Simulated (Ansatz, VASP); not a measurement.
# One calculation of Mo, two programs

INCAR

```
SYSTEM = Mo
PREC = Accurate
ENCUT = 520
EDIFF = 1E-6
ISMEAR = 0
SIGMA = 0.05
LREAL = .FALSE.
LASPH = .TRUE.
NELM = 80
ALGO = Fast
ISIF = 2
LWAVE = .FALSE.
LCHARG = .FALSE.
GGA = PS
NBANDS = 13
```

File KPOINTS:

```
Automatic mesh
0
G
  16 16 16
  0 0 0
```

The input POSCAR:

```
Mo
1.0
   -1.5750000000      1.5750000000      1.5750000000
    1.5750000000     -1.5750000000      1.5750000000
    1.5750000000      1.5750000000     -1.5750000000
Mo
1
Direct
    0.0000000000      0.0000000000      0.0000000000
```

Input for Ansatz:

```yaml
crystal:
  lattice:
    - [-1.575, 1.575, 1.575]
    - [1.575, -1.575, 1.575]
    - [1.575, 1.575, -1.575]
  atoms:
    - { symbol: Mo, position: [0.0, 0.0, 0.0] }
basis:
  ecutwfc: 420
  ecutrho_ratio: 4
kpoints:
  mp_grid: { grid: [16, 16, 16] }
hamiltonian:
  xc: pbesol
scf:
  occupations: { method: gaussian, width: 0.05 }
output:
  forces: true
  stress: true
  eigenvalues: true
```

Alike in both runs: task single point; functional PBEsol; k mesh 16 × 16 × 16; occupations gaussian, width 0.05 eV; no spin polarisation.

```csv
,VASP,Ansatz
version,VASP 6.6.1,Ansatz 0.2.0
potentials or method,"VASP PAW PBE potentials, release 64 (Mo_sv)","scalar-relativistic, plane waves, PAW"
plane-wave cutoff (eV),520,420
valence electrons in the cell,14,14
```

```csv
,VASP,Ansatz,Ansatz less VASP
gap on the k mesh at the Fermi level (eV),none,none,-
pressure (GPa),-4.9,-5.4,-0.54
```

A gap of «none» marks a metal or a gap that the smearing closes. The functional is the same, so the differences come from potentials, cutoffs and numerics.

Caveats: the PAW data sets were made with another functional, which shifts forces and pressure a little (VASP).
